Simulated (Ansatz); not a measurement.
## TiAl3 under changes of volume

One of the cells (15.634 Å³/atom); the others are scaled copies at fixed shape and fractional positions:

```
Ti Al
1.0
    -1.91111    1.91111    4.28067
     1.91111   -1.91111    4.28067
     1.91111    1.91111   -4.28067
Ti Al
1 3
Cartesian
  0.0000 0.0000 0.0000
  1.9111 0.0000 2.1403
  0.0000 1.9111 2.1403
  0.0000 0.0000 4.2807
```

The cell comes from a database or a generator and needn't be the stable form of this composition.

| Item | Value |
| --- | --- |
| Program | Ansatz 0.2.0 |
| Functional | LDA |
| Potentials or basis | all-electron LAPW, scalar-relativistic |
| Cutoff | 196 eV (chosen from the basis error) |
| Basis error allowed | 0.002 eV/atom |
| k mesh | 10 × 10 × 10 |
| Occupations | fermi-dirac, width 0.05 eV |
| Spin | no spin polarisation |

| volume (Å³/atom) | energy over the lowest point (meV/atom) | pressure (GPa) |
| --- | --- | --- |
| 14.696 | 4.50 | 3.7 |
| 15.009 | 0.00 | 1.0 |
| 15.322 | ? | ? |
| 15.634 | 5.31 | -3.5 |
| 15.947 | 14.16 | -5.5 |
| 16.260 | 26.59 | -7.2 |
| 16.572 | 42.25 | -8.8 |

What does the run at 15.322 Å³/atom give?

Energy over the lowest point 0.44 meV/atom; pressure -1.4 GPa.

Worked out: A Birch-Murnaghan fit of order 3 (a polynomial in V^(-2/3)) to the other rows has its minimum at 15.13 Å³/atom with B0 = V·E''(V) = 117 GPa and B' = 4.1 at fixed shape and positions, which overstates the stiffness. It gives 0.45 meV/atom at 15.322 Å³/atom, against the run's 0.44, and -dE/dV = -1.4 GPa, against -1.4.

Energies are extrapolated to zero smearing.
